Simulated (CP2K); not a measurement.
Sb in CP2K: the effect of functional

Crystal: Sb.

```xyz
2
Lattice="4.5067 0.0000 0.0000 2.4472 3.7843 0.0000 2.4472 1.3318 3.5422" Properties=species:S:1:pos:R:3 pbc="T T T"
Sb    7.2061    3.9215    2.7152
Sb    2.1951    1.1946    0.8271
```

Alike in all runs:

* Program: CP2K 2026.2
* Task: band structure
* Potentials or basis: POTENTIAL_UZH Sb GTH-PBE-q5; TZVP-MOLOPT-PBE-GTH basis
* Density cutoff: 9184 eV
* k mesh: 8 × 8 × 8
* Occupations: fermi-dirac, width 0.05 eV
* Spin: no spin polarisation

```tsv
functional	pressure (GPa)	largest force (eV/Å)
LDA	2.6	0.33
PBEsol	2.5	0.32
OLYP	3.0	0.09
revPBE	?	?
HLE16	-5.7	0.48
TPSS	4.1	0.16
```

Q: What does the run with functional revPBE give?

A: Pressure 3.9 GPa; largest force 0.19 eV/Å.

Caveats: the potentials were made for another functional, which shifts forces and pressure; the basis of atomic orbitals isn't converged, which shifts pressures, moduli and gaps; the potentials were made for a functional far from this one (some runs).

Runs at the PBE level aren't shown here.
